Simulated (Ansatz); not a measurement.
**Bi under changes of volume**

One of the cells (34.327 Å³/atom); the others are scaled copies at fixed shape and fractional positions:

```
CELL_PARAMETERS angstrom
4.65841 0.00000 0.00000
0.00000 4.52639 0.00000
-0.34597 0.00000 6.51195
ATOMIC_POSITIONS crystal
Bi 0.25137 0.25000 0.74873
Bi 0.74863 0.75000 0.25127
Bi 0.24989 0.25000 0.24888
Bi 0.75011 0.75000 0.75112
```

```yaml
Program: Ansatz 0.2.0
Functional: LDA
Potentials_or_basis: Ansatz PAW
Cutoff: "420 eV (not typed: the program's choice for these potentials)"
k_mesh: 6 × 6 × 4
Occupations: fermi-dirac, width 0.05 eV
Spin: no spin polarisation
```

```tsv
volume (Å³/atom)	energy over the lowest point (meV/atom)	pressure (GPa)	largest force (eV/Å)
32.268	0.00	0.6	0.007
32.954	0.01	-0.6	0.004
33.641	4.87	-1.6	0.003
34.327	14.05	-2.6	0.005
35.014	27.05	-3.4	0.007
35.700	43.45	-4.2	0.009
36.387	?	?	?
```

Question: What does the run at 36.387 Å³/atom give?

Answer: Energy over the lowest point 62.85 meV/atom; pressure -4.8 GPa; largest force 0.011 eV/Å.

Worked out: A Birch-Murnaghan fit of order 3 (a polynomial in V^(-2/3)) to the other rows has its minimum at 32.61 Å³/atom with B0 = V·E''(V) = 57 GPa and B' = 4.6 at fixed shape and positions, which overstates the stiffness. It gives 62.89 meV/atom at 36.387 Å³/atom, against the run's 62.85, and -dE/dV = -4.9 GPa, against -4.8.

Energies are extrapolated to zero smearing.

Caveats: the PAW data sets come from PBE, with cores solved anew for the run's functional, which leaves a small shift of forces and pressure.
